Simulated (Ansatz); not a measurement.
**TiO2: response to a stretch of c alone**

The task here is to estimate one member of a computed series from the others.

Method: DFT r2SCAN+U, scalar-relativistic, plane waves, PAW, in Ansatz 0.2.0.

2 further runs of the same task are left out: 2 set aside as unsound or not needed.

**The starting structure**

The structure is tetragonal, space group I4_1/amd (No. 141). Conventional cell: a = 3.797 Å, b = 3.797 Å, c = 9.662 Å, α = 90.00°, β = 90.00°, γ = 90.00°. Around Ti (site symmetry -4m2) lie 6 O at 1.95 to 1.99 Å. Around O (site symmetry 2mm) lie 3 Ti at 1.95 to 1.99 Å.

As a file:

```cif
data_structure
_symmetry_space_group_name_H-M 'P 1'
_symmetry_Int_Tables_number 1
_cell_length_a 3.7966
_cell_length_b 3.7966
_cell_length_c 9.6622
_cell_angle_alpha 90.000
_cell_angle_beta 90.000
_cell_angle_gamma 90.000
_cell_volume 139.27
loop_
_atom_site_label
_atom_site_type_symbol
_atom_site_fract_x
_atom_site_fract_y
_atom_site_fract_z
_atom_site_occupancy
Ti1 Ti 0.00000 0.00000 0.00000 1
Ti2 Ti 0.00000 0.50000 0.25000 1
Ti3 Ti 0.50000 0.50000 0.50000 1
Ti4 Ti 0.50000 0.00000 0.75000 1
O1 O 0.00000 0.50000 0.45612 1
O2 O 0.00000 0.00000 0.20612 1
O3 O 0.00000 0.50000 0.04388 1
O4 O 0.50000 0.50000 0.29388 1
O5 O 0.50000 0.00000 0.95612 1
O6 O 0.50000 0.50000 0.70612 1
O7 O 0.50000 0.00000 0.54388 1
O8 O 0.00000 0.00000 0.79388 1
```

It goes back to an entry of the Materials Project.

The unstrained cell was computed beforehand with the same settings: E(σ→0) = -14572.3619 eV for 12 atoms, gap 3.10 eV over the zone.

Set-up of the first run:

File input.yaml:

```yaml
crystal:
  lattice:
    - [3.7965674209, 0.0, 0.0]
    - [0.0, 3.7965674209, 0.0]
    - [0.0, 0.0, 9.5172982623]
  atoms:
    - { symbol: Ti, position: [0.0, 0.0, 0.0] }
    - { symbol: Ti, position: [0.0, 0.5, 0.25] }
    - { symbol: Ti, position: [0.5, 0.5, 0.5] }
    - { symbol: Ti, position: [0.5, 0.0, 0.75] }
    - { symbol: O, position: [0.0, 0.5, 0.4561225804] }
    - { symbol: O, position: [0.0, 0.0, 0.2061225804] }
    - { symbol: O, position: [0.0, 0.5, 0.0438774196] }
    - { symbol: O, position: [0.5, 0.5, 0.2938774196] }
    - { symbol: O, position: [0.5, 0.0, 0.9561225804] }
    - { symbol: O, position: [0.5, 0.5, 0.7061225804] }
    - { symbol: O, position: [0.5, 0.0, 0.5438774196] }
    - { symbol: O, position: [0.0, 0.0, 0.7938774196] }
basis:
  ecutwfc: 500
kpoints:
  mp_grid: { grid: [6, 6, 4] }
hamiltonian:
  xc: r2scan
  hubbard: { sites: [{ species: Ti, l: d, u_eff: 4.0 }] }
scf:
  occupations: { method: gaussian, width: 0.02 }
output:
  forces: true
  stress: true
  eigenvalues: true
  write_density: true
  write_potential: true
  elf: true
  volumetric_format: npy
relax:
  adjacent_minimum: "off"
  f_tol: 0.008
  max_steps: 40
```

Started as:

```
ansatz run input.yaml --threads 1 --pin off --max-ram 2560MiB --backend cpu --events-out ev --progress --plain --runs-dir out
```

Steps of the session up to this table: Strain -1.5 %; The gap over the whole zone at -1.5 %; Strain +1.5 %; The gap over the whole zone at +1.5 %; The cell strained by -3.0 %; Seeking the band edges at -3.0 %; Strain +3.0 %; The gap over the whole zone at +3.0 %.

One of the session's tables, all rows but one given; the rest of the session is left out.

Lengths are those of the vectors of the cell that was run; stresses in GPa:

```
strain (%)  ΔE (meV/atom)  c (Å)  gap (eV)
      -3.0            7.3  9.372      3.03
      -1.5              ?      ?         ?
      +0.0            0.0  9.662      3.10
      +1.5            1.8  9.807      3.13
      +3.0            7.2  9.952      3.14
```

**Question.** Estimate the row for strain (%) = -1.5.

Worked estimate for «ΔE (meV/atom)». A straight line through the neighbours (-3.0, 7.3) and (0.0, 0.0) gives 7.3 + (0.0 − 7.3) × (-1.5 + 3.0) / (0.0 + 3.0) = 3.6; a parabola fitted to 3 rows on both sides gives 1.8.

**Answer.** ΔE (meV/atom): 1.8; c (Å): 9.517; gap (eV): 3.07. In «ΔE (meV/atom)» the line misses by +1.8 and the parabola by 0.0.

ΔE is over the unstrained cell. Stress in GPa, positive in compression, on the Cartesian axes of the input. Gaps are Kohn-Sham gaps over the whole zone.

Limits of these values: The gap runs from 3.03 eV at -3.0 % through 3.10 to 3.14 eV at +3.0 %. Warnings in the runs' records: stress scf threshold loose.
